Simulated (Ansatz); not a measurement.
Band gaps on a Γ-centred 6×6×6 mesh, computed with r²SCAN in Ansatz (plane waves, PAW datasets (generated hard set); cutoff 700 eV), no spin polarisation, no spin–orbit coupling.

Problem. Which crystal has a gap of 2.63 eV, direct?
A. SrO (rock salt, a = 5.200 Å)
B. TlCl (CsCl, a = 3.900 Å)
C. AlP (zinc blende, a = 5.510 Å)
D. GaP (zinc blende, a = 5.510 Å)
E. MgO (rock salt, a = 4.250 Å)
F. CaO (rock salt, a = 4.830 Å)

Solution. B. TlCl 2.63 eV, direct; GaP 1.93 eV, indirect; SrO 3.81 eV, indirect; MgO 5.36 eV, direct; AlP 1.95 eV, indirect; CaO 4.20 eV, indirect.

A gap read on the mesh is an upper bound of this method's gap, since the mesh can miss a band edge. Spin–orbit coupling is left out; with heavy elements it can shift the gap and split levels by tenths of an eV. Potentials made with PBE were used with another functional. Semilocal functionals give gaps that mostly lie well below measured ones.
